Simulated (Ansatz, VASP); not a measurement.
One calculation of HfC, two programs

```
Hf C
1.0
     0.00000    2.27754    2.27754
     2.27754    0.00000    2.27754
     2.27754    2.27754    0.00000
Hf C
1 1
Direct
  0.50000 0.50000 0.50000
  0.00000 0.00000 0.00000
```

Alike in both runs: task single point; functional r2SCAN; k mesh 10 × 10 × 10; occupations fermi-dirac, width 0.05 eV; no spin polarisation.

|  | VASP | Ansatz |
| --- | --- | --- |
| version | VASP 6.6.1 | Ansatz 0.2.0 |
| potentials or method | VASP PAW PBE potentials, release 64 (Hf_pv, C) | Ansatz PAW |
| plane-wave cutoff (eV) | 520 | 500 |
| valence electrons in the cell | 14 | 30 |

```tsv
	VASP	Ansatz	Ansatz less VASP
gap on the k mesh at the Fermi level (eV)	none	none	-
pressure (GPa)	14.5	15.3	+0.77
```

A gap of «none» marks a metal or a gap that the smearing closes. The functional is the same, so the differences come from potentials, cutoffs and numerics. The two sets of potentials don't hold the same shells in valence.

Caveats: the PAW data sets were made with another functional, which shifts forces and pressure a little (VASP); the PAW data sets come from PBE, with cores solved anew for the run's functional, which leaves a small shift of forces and pressure (Ansatz). Spin-orbit coupling is left out, which matters for the levels of Hf.
